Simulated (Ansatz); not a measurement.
LiCl (P6_3mc) from a database structure, relaxed with r2SCAN: it is hexagonal, P6_3mc (No. 186); a = 3.894 Å, c = 6.226 Å in the conventional setting, 20.44 Å³ an atom. Around Li lie 4 Cl at 2.37 Å; around Cl lie 4 Li at 2.37 Å. One-shot G0W0@r2SCAN in the plane-wave code Ansatz on a 6×6×2 mesh (contour deformation, no spin-orbit coupling), from an r2SCAN gap of 6.685 eV over the mesh points (the G0W0 gap is direct on the mesh); the number N of bands summed and the screening cutoff rise together. Spin-unpolarised throughout; all numbers are computed.

| N | cutoff (eV) | 1000/N | G0W0 gap (eV) |
| --- | --- | --- | --- |
| 142 | 80 | 7.042 | 8.899 |
| 317 | 140 | 3.155 | 9.089 |

Lay a straight line in 1000/N through these rows.
The slope is -0.0489 eV per unit of 1000/N and the intercept 9.243 eV.

Predict the gap at N = 574 (210 eV).
9.243 + (-0.0489) × 1.742 = 9.158 eV; the run gives 9.193 eV, +0.035 eV from the line.

With that run's result added, what limit do the last two rows suggest?
Their slope is (9.193 − 9.089)/(1.742 − 3.155) = -0.0736, which meets 1/N = 0 at 9.32 eV, against 9.243 eV from the first line. The slope steepens, so 1/N isn't yet asymptotic and the true limit probably lies higher still; the k mesh isn't extrapolated.
